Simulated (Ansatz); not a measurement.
NaH in the rocksalt structure at its r2SCAN geometry, run in Ansatz 0.2.0 at 3 levels of theory. No spin polarisation and no zero-point or thermal motion.

The r2SCAN input:
```yaml
crystal:
  lattice:
    - [0.0, 2.39751228, 2.39751228]
    - [2.39751228, 0.0, 2.39751228]
    - [2.39751228, 2.39751228, 0.0]
  atoms:
    - { symbol: Na, position: [0.0, 0.0, 0.0] }
    - { symbol: H, position: [0.5, 0.5, 0.5] }
kpoints:
  mp_grid: { grid: [10, 10, 10] }
  band_path:
    path:
      - [0.0, 0.0, 0.0]
      - [0.5, 0.0, 0.5]
      - [0.625, 0.25, 0.625]
      - [0.375, 0.375, 0.75]
      - [0.5, 0.5, 0.5]
      - [0.5, 0.25, 0.75]
      - [0.25, -0.5, -0.25]
      - [0.0, 0.0, 0.5]
    npoints: 1
hamiltonian:
  xc: r2scan
scf:
  occupations: { method: fixed }
  n_extra_bands: 4
output:
  forces: true
  stress: true
  eigenvalues: true
  write_density: true
  write_potential: true
  elf: true
  volumetric_format: npy
```

Main results, then, where recorded, the levels near the gap in eV from the Fermi energy (columns number the bands from 0), one row a point of the path (Γ, X, U, K, L, W, W, L):
```
Crystal: 2 atoms, lattice volume = 27.562 Å³
Symmetry: 48 space group operations
Space group: Fm-3m (ITA 225)
```
```
Basis set: ecut = 500 eV, 725 PW (Γ)
k-points: 47 of 1000
SCF converged after 6 iterations
Free energy (F): -1505.136307 eV
Fermi energy:    0.604117 eV
--- Stress (GPa, compression-positive) ---
       -0.002060       0.000000       0.000000
        0.000000      -0.002060       0.000000
        0.000000       0.000000      -0.002060
  P = ⅓ Tr σ = -0.0021 GPa (-0.021 kbar)
```
```tsv
band_1	band_2	band_3	band_4	band_5	band_6	band_7
-22.752	-22.752	-22.752	-3.626	11.647	16.779	16.779
-22.837	-22.784	-22.784	-0.153	5.235	10.944	11.536
-22.822	-22.805	-22.777	-0.096	5.964	7.121	12.142
-22.822	-22.805	-22.777	-0.096	5.964	7.121	12.142
-22.849	-22.763	-22.763	-0.847	4.417	11.862	14.232
-22.810	-22.810	-22.786	0.017	6.700	6.700	9.362
-22.810	-22.810	-22.786	0.017	6.700	6.700	9.362
-22.849	-22.763	-22.763	-0.847	4.417	11.862	14.232
```

The r2SCAN gap is indirect, 4.40 eV (W to L), below the direct gap of 5.26 eV at L.

Q: In the first input these blocks are replaced (the band path and keys that only write files left aside):
```yaml
kpoints:
  mp_grid: { grid: [6, 6, 6] }
hamiltonian:
  xc: hse06
```
What comes out?

A:
```
Basis set: ecut = 420 eV, 537 PW (Γ)
k-points: 16 of 216
Exchange kernel: α = 0.2500, screened, ω = 0.2079 Å⁻¹, Wigner–Seitz truncation, v(0) = 1044.5208 eV·Å³, q-mesh 6×6×6
hybrid outer 1: dexx = +1.284e-3 eV, tail = 5.04e-6 eV
hybrid outer 2: dexx = +5.372e-8 eV, tail = 2.47e-8 eV, Δε = 2.25e-3 eV
hybrid SCF converged: 2 outer / 8 inner (+2 warm-up)
Free energy (F): -1502.902122 eV
Fermi energy:    0.149842 eV
--- Stress (GPa, compression-positive) ---
        0.156264       0.000000       0.000000
        0.000000       0.156264       0.000000
        0.000000       0.000000       0.156264
  P = ⅓ Tr σ = 0.1563 GPa (1.563 kbar)
```
```tsv
band_1	band_2	band_3	band_4	band_5	band_6	band_7
-24.236	-24.236	-24.236	-3.965	12.252	17.169	17.169
-24.319	-24.267	-24.267	-0.139	5.764	11.368	12.181
-24.304	-24.289	-24.260	-0.077	6.503	7.639	12.792
-24.304	-24.289	-24.260	-0.077	6.503	7.639	12.792
-24.333	-24.247	-24.247	-0.913	4.898	12.374	14.951
-24.293	-24.293	-24.270	0.048	7.244	7.244	9.860
-24.293	-24.293	-24.270	0.048	7.244	7.244	9.860
-24.333	-24.247	-24.247	-0.913	4.898	12.374	14.951
```
HSE06 gives an indirect gap of 4.85 eV, from W to L; the least direct gap is 5.81 eV at L. The mean stress, +0.2 GPa, is small, and the program warns that its thresholds are loose for a hybrid's stress.

PBE0. Against the first input these blocks differ (the band path and keys that only write files left aside):
```yaml
kpoints:
  mp_grid: { grid: [6, 6, 6] }
hamiltonian:
  xc: pbe0
```

```
Basis set: ecut = 420 eV, 537 PW (Γ)
k-points: 16 of 216
hybrid outer 1: dexx = +1.878e-3 eV, tail = 8.09e-6 eV
hybrid outer 2: dexx = +7.778e-8 eV, tail = 2.12e-9 eV, Δε = 2.88e-3 eV
hybrid SCF converged: 2 outer / 9 inner (+2 warm-up)
Free energy (F): -1503.058084 eV
Fermi energy:    -0.236776 eV
--- Stress (GPa, compression-positive) ---
        0.179058       0.000000       0.000000
        0.000000       0.179058       0.000000
        0.000000       0.000000       0.179058
  P = ⅓ Tr σ = 0.1791 GPa (1.791 kbar)
```
```tsv
band_1	band_2	band_3	band_4	band_5	band_6	band_7
-24.267	-24.267	-24.267	-4.027	13.019	17.925	17.925
-24.351	-24.299	-24.299	-0.141	6.482	12.095	12.949
-24.336	-24.321	-24.292	-0.078	7.227	8.380	13.562
-24.336	-24.321	-24.292	-0.078	7.227	8.380	13.562
-24.365	-24.278	-24.278	-0.929	5.622	13.118	15.727
-24.325	-24.325	-24.302	0.047	7.976	7.976	10.627
-24.325	-24.325	-24.302	0.047	7.976	7.976	10.627
-24.365	-24.278	-24.278	-0.929	5.622	13.118	15.727
```

The PBE0 gap is indirect, 5.58 eV (W to L), below the direct gap of 6.55 eV at L. The mean stress, +0.2 GPa, is small, and the program warns that its thresholds are loose for a hybrid's stress.

Small level splittings and stresses of the hybrids carry the error of their coarser meshes.

Totals of different functionals can't be compared.
